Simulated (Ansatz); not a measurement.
Relaxed CsPbI$_{3}$ (cubic perovskite):

```
CsPbI3
1.0
    6.33267     0.00000     0.00000
    0.00000     6.33267     0.00000
    0.00000     0.00000     6.33267
Cs Pb I
1 1 3
Cartesian
  0.00000   0.00000   0.00000
  3.16634   3.16634   3.16634
  0.00000   3.16634   3.16634
  3.16634   3.16634   0.00000
  3.16634   0.00000   3.16634
```

In each cell atom 4 (I, nearest neighbour Pb at 3.166 Å; its periodic images, 6.3 Å or more away, move with it) moves by s·(0.000, 0.000, -1.000) (towards the nearest neighbour), the rest being held.

Computed with r2SCAN (plane waves to 500 eV, PAW, scalar-relativistic; Ansatz, a first-principles code). k mesh 4×4×4 (Γ-centred), Fermi-Dirac smearing 0.05 eV. Energies are smeared free energies. On this mesh the relaxed cell isn't quite at rest: it carries a pressure of 0.1 GPa (compression positive) at the zero of the scan. CsPbI3 was relaxed with its symmetry unable to fall. Spin-orbit coupling is left out, though I and Pb are heavy. This is a high-temperature form of CsPbI3. ΔE is measured from the undisplaced structure.

Successive frames, forces in eV/Å:

| frame | ΔE (eV/cell) | F on Cs1 | F on Pb2 | F on I3 | F on I4 | F on I5 |
|---|---|---|---|---|---|---|
| s = 0.000 Å | 0.0000 | (0.000, 0.000, 0.000) | (0.000, 0.000, 0.000) | (0.000, 0.000, 0.000) | (0.000, 0.000, 0.000) | (0.000, 0.000, 0.000) |
| s = -0.064 Å | 0.0036 | (0.000, 0.000, 0.005) | (0.000, 0.000, 0.067) | (0.000, 0.000, 0.022) | (0.000, 0.000, -0.115) | (0.000, 0.000, 0.022) |
| s = -0.128 Å | 0.0152 | (0.000, 0.000, 0.009) | (0.000, 0.000, 0.160) | (0.000, 0.000, 0.043) | (0.000, 0.000, -0.255) | (0.000, 0.000, 0.043) |
| s = -0.192 Å | 0.0373 | (0.000, 0.000, 0.013) | (0.000, 0.000, 0.305) | (0.000, 0.000, 0.064) | (0.000, 0.000, -0.445) | (0.000, 0.000, 0.064) |

Question: What are the energy and the forces in the next frame, s = -0.256 Å?

Answer: ΔE (eV/cell) = 0.0737.

```csv
atom,Fx,Fy,Fz
Cs1,0.000,0.000,0.016
Pb2,0.000,0.000,0.521
I3,0.000,0.000,0.084
I4,0.000,0.000,-0.706
I5,0.000,0.000,0.084
```

(For displaced atoms, the force is minus the slope of the energy, and its curvature is a force constant, which sets phonon frequencies.)
